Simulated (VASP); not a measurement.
# Settings for GaN: deformation potentials

GaN, F-43m (no. 216), 2 atoms in the cell. PBE, strained cells; PAW potentials Ga_d, N (PBE set). VASP 6.6.1.

Wanted: gap against ln V within 0.1 eV.

The series start from Relative volume step: 0.02; Cutoff (eV): 500; k-point spacing (1/Å): 0.3. Each series keeps the choices made before it, and each single choice may use up half of a tolerance. Times cover all steps of a run.

## Relative volume step

| Relative volume step | Gap against ln V (eV) | Time (s) |
|---|---|---|
| 0.06 | -6.44 | 64 |
| 0.02 | -6.44 | 60 |
| 0.01 (reference) | -6.44 | 58 |

Chosen: 0.06, the loosest value from which every tighter one stays within half of the tolerance.

## Cutoff (eV)

| Cutoff (eV) | Gap against ln V (eV) | Time (s) |
|---|---|---|
| 320 | -6.11 | 44 |
| 400 | -6.46 | 62 |
| 500 | -6.44 | 64 |
| 640 (reference) | -6.44 | 92 |

Chosen: 400.

## k-point spacing (1/Å)

| k-point spacing (1/Å) | Gap against ln V (eV) | Time (s) |
|---|---|---|
| 0.9 | -6.51 | 34 |
| 0.5 | -6.47 | 38 |
| 0.3 | -6.46 | 62 |
| 0.2 (reference) | -6.45 | 111 |

Chosen: 0.5.

## All choices together

| Input | Gap against ln V (eV) | Time (s) |
|---|---|---|
| quick settings (naive) | -7.17 | 26 |
| chosen settings | -6.47 | 38 |
| reference settings throughout | -6.45 | 170 |

The tolerance is met.

## The input

INCAR.step1:
```
PREC = Accurate ; ENCUT = 600
EDIFF = 1E-7 ; ISMEAR = 0
SIGMA = 0.05 ; ALGO = Normal
LREAL = F ; LASPH = T
NELM = 100 ; LWAVE = F
LCHARG = F ; IBRION = 2
NSW = 30 ; ISIF = 3
EDIFFG = -0.005 ; KPAR = 4
```

INCAR.step2:
```
PREC = Accurate ; ENCUT = 400
EDIFF = 1E-6 ; ISMEAR = 0
SIGMA = 0.05 ; ALGO = Normal
LREAL = F ; LASPH = T
NELM = 100 ; LWAVE = F
LCHARG = F ; KPAR = 4
```

INCAR.step7, as INCAR.step2 but for:
```
+ IBRION = 2
+ NSW = 15
+ EDIFFG = -0.005
```

KPOINTS.step1:
```
k-points
0
Gamma
  9 9 9
```

KPOINTS.step2:
```
Automatic mesh
0
Gamma
  5 5 5
  0 0 0
```

POSCAR.step1:
```
GaN
1.0
    0.0000000000      2.2535006100      2.2535006100
    2.2535006100      0.0000000000      2.2535006100
    2.2535006100      2.2535006100      0.0000000000
Ga N
1 1
Direct
    0.0000000000      0.0000000000      0.0000000000
    0.7500000000      0.7500000000      0.7500000000
```

POSCAR.step2:
```
GaN
1.0
    0.0000000000      2.2740919024      2.2740919024
    2.2740919024      0.0000000000      2.2740919024
    2.2740919024      2.2740919024      0.0000000000
Ga N
1 1
Direct
    0.0000000000      0.0000000000      0.0000000000
    0.7500000000      0.7500000000      0.7500000000
```

POSCAR.step3:
```
GaN
1.0
    0.0000000000      2.3186932631      2.3186932631
    2.3186932631      0.0000000000      2.3186932631
    2.3186932631      2.3186932631      0.0000000000
Ga N
1 1
Direct
    0.0000000000      0.0000000000      0.0000000000
    0.7500000000      0.7500000000      0.7500000000
```

POSCAR.step4:
```
GaN
1.0
    0.0000000000      2.2276688376      2.2276688376
    2.2276688376      0.0000000000      2.2276688376
    2.2276688376      2.2276688376      0.0000000000
Ga N
1 1
Direct
    0.0000000000      0.0000000000      0.0000000000
    0.7500000000      0.7500000000      0.7500000000
```

POSCAR.step5:
```
GaN
1.0
    0.0000000000      2.2399805239      2.3423146595
    2.2399805239      0.0000000000      2.3423146595
    2.2399805239      2.2399805239      0.0000000000
Ga N
1 1
Direct
    0.0000000000      0.0000000000      0.0000000000
    0.7500000000      0.7500000000      0.7500000000
```

POSCAR.step6:
```
GaN
1.0
    0.0000000000      2.3082032810      2.2058691454
    2.3082032810      0.0000000000      2.2058691454
    2.3082032810      2.3082032810      0.0000000000
Ga N
1 1
Direct
    0.0000000000      0.0000000000      0.0000000000
    0.7500000000      0.7500000000      0.7500000000
```

POSCAR.step7:
```
GaN
1.0
    0.0682227571      2.3082032810      2.3082032810
    2.3082032810      0.0682227571      2.3082032810
    2.3082032810      2.3082032810      0.0682227571
Ga N
1 1
Direct
    0.0000000000      0.0000000000      0.0000000000
    0.7500000000      0.7500000000      0.7500000000
```

POSCAR.step8:
```
GaN
1.0
   -0.0682227571      2.2399805239      2.2399805239
    2.2399805239     -0.0682227571      2.2399805239
    2.2399805239      2.2399805239     -0.0682227571
Ga N
1 1
Direct
    0.0000000000      0.0000000000      0.0000000000
    0.7500000000      0.7500000000      0.7500000000
```

Commands (each step's output is kept before the next begins):
```
cat potpaw_PBE.64/Ga_d/POTCAR potpaw_PBE.64/N/POTCAR > POTCAR
cp INCAR.step1 INCAR
cp KPOINTS.step1 KPOINTS
cp POSCAR.step1 POSCAR
mpirun -np 4 vasp_std > vasp.out
rm WAVECAR CHG
cp INCAR.step2 INCAR
cp KPOINTS.step2 KPOINTS
cp POSCAR.step2 POSCAR
mpirun -np 4 vasp_std > vasp.out
rm WAVECAR CHG
cp POSCAR.step3 POSCAR
mpirun -np 4 vasp_std > vasp.out
rm WAVECAR CHG
cp POSCAR.step4 POSCAR
mpirun -np 4 vasp_std > vasp.out
rm WAVECAR CHG
cp POSCAR.step5 POSCAR
mpirun -np 4 vasp_std > vasp.out
rm WAVECAR CHG
cp POSCAR.step6 POSCAR
mpirun -np 4 vasp_std > vasp.out
rm WAVECAR CHG
cp INCAR.step7 INCAR
cp POSCAR.step7 POSCAR
mpirun -np 4 vasp_std > vasp.out
rm WAVECAR CHG
cp POSCAR.step8 POSCAR
mpirun -np 4 vasp_std > vasp.out
```

Limits: b and d are read from the valence top without spin-orbit coupling.

The chosen input took VASP 6.6.1 38 s on 4 cores (AMD EPYC 7R13 (Zen 3)), a shared host.
